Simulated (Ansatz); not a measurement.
F-43m: 4 crystals compared

All 4 crystals share space group F-43m (No. 216) and the same kinds of sites, 2 atoms in the primitive cell. They are database entries and needn't be the stable phases. The set is a selection: crystals with gaps under 0.25 eV or edges off the refined points were left out. Cells are relaxed by PAW under the functional.

Quantity: Kohn-Sham band edges (the gap between refined extrema, the direct gap on the fine mesh). Level: PBEsol, all-electron LAPW in Ansatz 0.2.0, scalar-relativistic.

```
crystal  cell (conventional)  fine k mesh  smearing (eV)
    GaN          a = 4.498 Å     16×16×16           none
   GaAs          a = 5.658 Å     12×12×12           none
    AgI          a = 6.450 Å     10×10×10           none
     BP          a = 4.520 Å     16×16×16           none
```

**Question.** Rank them by least direct gap, lowest first.
A. AgI
B. GaAs
C. BP
D. GaN

**Answer.** B (0.43 eV), A (1.20 eV), D (1.72 eV), C (3.38 eV).

All values:

```
crystal  gap (eV)  least direct gap (eV)  electron conductivity mass (mₑ)  ε∞ without local fields (PAW)
    GaN      1.72                   1.72                            0.155                           6.19
   GaAs      0.43                   0.43                            0.025                          14.91
    AgI      1.20                   1.20                            0.152                           6.03
     BP      1.12                   3.38                            0.306                           9.71
```

Caveats: no spin-orbit coupling on heavy atoms (GaN, GaAs, AgI); semilocal gaps are low, and light masses and ε∞ follow the gap; this zinc-blende form is metastable at ambient conditions (GaN).
